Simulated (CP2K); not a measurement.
Runs of CP2K 2026.2 on Li. The structure is cubic, space group Im-3m (No. 229). The conventional cell has a = 3.509 Å, b = 3.509 Å, c = 3.509 Å, α = 90.00°, β = 90.00°, γ = 90.00°. Around Li (site symmetry m-3m) lie 8 Li at 3.04 Å. 

```tsv
level	potentials or basis	smearing	NGRIDS	basis sets	potentials	ADDED_MOS	points a segment of the path (NPOINTS)	gap on the mesh (eV)	pressure (GPa)
LDA	GTH_POTENTIALS Li GTH-PADE-q3; TZVP-MOLOPT-PBE-GTH basis	fermi-dirac 0.1 eV	4	Li TZVP-MOLOPT-PBE-GTH-q3	Li GTH-PADE-q3 of GTH_POTENTIALS	[5]	6	none	(a)
PBE	POTENTIAL_UZH Li GTH-PBE-q3; TZVP-MOLOPT-PBE-GTH basis	fermi-dirac 0.05 eV	5	Li TZVP-MOLOPT-PBE-GTH-q3	Li GTH-PBE-q3 of POTENTIAL_UZH	[5]	8	none	-0.8
r2SCAN	POTENTIAL_UZH Li GTH-SCAN-q3; TZVP-MOLOPT-SCAN-GTH basis	fermi-dirac 0.0259 eV	5	Li TZVP-MOLOPT-SCAN-GTH-q3	Li GTH-SCAN-q3 of POTENTIAL_UZH	[5]	8	none	-0.3
PBE	GTH_POTENTIALS Li GTH-PBE-q3; TZV2P-MOLOPT-SR-GTH basis	fermi-dirac 0.1 eV	5	Li TZV2P-MOLOPT-SR-GTH-q3	Li GTH-PBE-q3 of GTH_POTENTIALS	[8]	6	none	-0.8
PBE	GTH_POTENTIALS Li GTH-PBE-q3; TZVP-MOLOPT-SR-GTH basis	fermi-dirac 0.0259 eV	4	Li TZVP-MOLOPT-SR-GTH-q3	Li GTH-PBE-q3 of GTH_POTENTIALS	[5]	10	none	-0.8
```

Alike in all rows: task band structure; no spin polarisation; cell as given; k mesh 11 × 11 × 11.

Q: Fill in the values left out.

A: (a) -1.6.

Caveats: the basis of atomic orbitals isn't converged, which shifts pressures, moduli and gaps.

A k mesh can miss the band edges.

A gap of «none» marks a metal or a gap under the smearing width.

Not every run made on this cell is shown here.
